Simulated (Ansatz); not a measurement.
Fe, 1 atom in the cell. The structure is cubic, space group Im-3m (No. 229). The conventional cell has a = 2.886 Å, b = 2.886 Å, c = 2.886 Å, α = 90.00°, β = 90.00°, γ = 90.00°. Fe (site symmetry m-3m) has 8 Fe at 2.50 Å as nearest neighbours. 

```yaml
Program: Ansatz 0.2.0
Task: single point
Functional: RPBE
Potentials_or_basis: Ansatz PAW
Cutoff: "420 eV (not typed: the program's choice for these potentials)"
k_mesh: 13 × 13 × 13
Occupations: gaussian, width 0.1 eV
Spin: collinear spin, ferromagnetic start
Starting_moments: "[3.0] μB"
```

Potentials or basis: Ansatz PAW.

The run is started by

```sh
$ ansatz run input.yaml --threads 2 --pin off --max-ram 5632MiB --backend cpu --events-out ev --progress --plain --runs-dir out
```

Hardware: 2 threads of Intel(R) Xeon(R) Processor @ 2.70GHz, with other jobs on the host.

Question: Estimate the wall time of this run.

Answer: Run time: 3.1 s on 2 threads of Intel(R) Xeon(R) Processor @ 2.70GHz, with other jobs on the host, peak memory 0.32 GiB. Counts: scf iterations 10, plane waves 225, k points 84, bands 14.
